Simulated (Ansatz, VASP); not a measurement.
# SiO2: VASP beside Ansatz

File INCAR:

```
SYSTEM = SiO2
  PREC = Accurate
  ENCUT = 520
  EDIFF = 1E-6
  ISMEAR = 0
  SIGMA = 0.05
  LREAL = .False.
  LASPH = .True.
  NELM = 80
  ALGO = Normal
  ISIF = 2
  LWAVE = .False.
  LCHARG = .False.
  NBANDS = 25
```

The input KPOINTS:

```
Automatic mesh
0
Gamma
  6 6 8
  0 0 0
```

The input POSCAR:

```
SiO2
1.0
    4.1551517022      0.0000000000      0.0000000000
    0.0000000000      4.1551517022      0.0000000000
    0.0000000000      0.0000000000      2.3420000000
Si O
2 4
Direct
    0.5000000000      0.5000000000      0.5000000000
    0.0000000000      0.0000000000      0.0000000000
    0.6944252994      0.6944252994      0.0000000000
    0.1944252994      0.8055747006      0.5000000000
    0.3055747006      0.3055747006      0.0000000000
    0.8055747006      0.1944252994      0.5000000000
```

Input for Ansatz:

```yaml
crystal:
  lattice:
    - [4.1551517022, 0.0, 0.0]
    - [0.0, 4.1551517022, 0.0]
    - [0.0, 0.0, 2.342]
  atoms:
    - { symbol: Si, position: [0.5, 0.5, 0.5] }
    - { symbol: Si, position: [0.0, 0.0, 0.0] }
    - { symbol: O, position: [0.6944252994, 0.6944252994, 0.0] }
    - { symbol: O, position: [0.1944252994, 0.8055747006, 0.5] }
    - { symbol: O, position: [0.3055747006, 0.3055747006, 0.0] }
    - { symbol: O, position: [0.8055747006, 0.1944252994, 0.5] }
basis:
  ecutwfc: 520.0
kpoints:
  mp_grid: { grid: [6, 6, 8] }
hamiltonian:
  xc: lda
  pseudopotentials: { kind: paw, azcp: { folder: soft_1 } }
scf:
  occupations: { method: gaussian, width: 0.05 }
output:
  forces: true
  stress: true
  eigenvalues: true
```

Alike in both runs: task single point; functional LDA; k mesh 6 × 6 × 8; occupations gaussian, width 0.05 eV; no spin polarisation.

|  | VASP | Ansatz |
| --- | --- | --- |
| version | VASP 6.6.1 | Ansatz 0.2.0 |
| potentials or method | VASP PAW LDA potentials, release 64 (Si, O) | scalar-relativistic, plane waves, PAW |
| plane-wave cutoff (eV) | 520 | 520 |
| valence electrons in the cell | 32 | 32 |

```tsv
	VASP	Ansatz	Ansatz less VASP
gap on the k mesh at the Fermi level (eV)	8.20	8.22	+0.020
least direct gap on the mesh (eV)	8.20	8.22	+0.020
rms of the force components (eV/Å)	0.483	0.430	-0.0537
```

Atom by atom the forces differ by 0.054 eV/Å (rms over components). Ansatz warned: «pseudo_functional_mismatch».

Caveats: forces of over 1 eV/Å show positions far from the minimum, so gaps and moduli don't describe the material at rest. Expect the measured gap to be larger: semilocal functionals such as LDA lack the derivative discontinuity. A k mesh can miss the band edges.
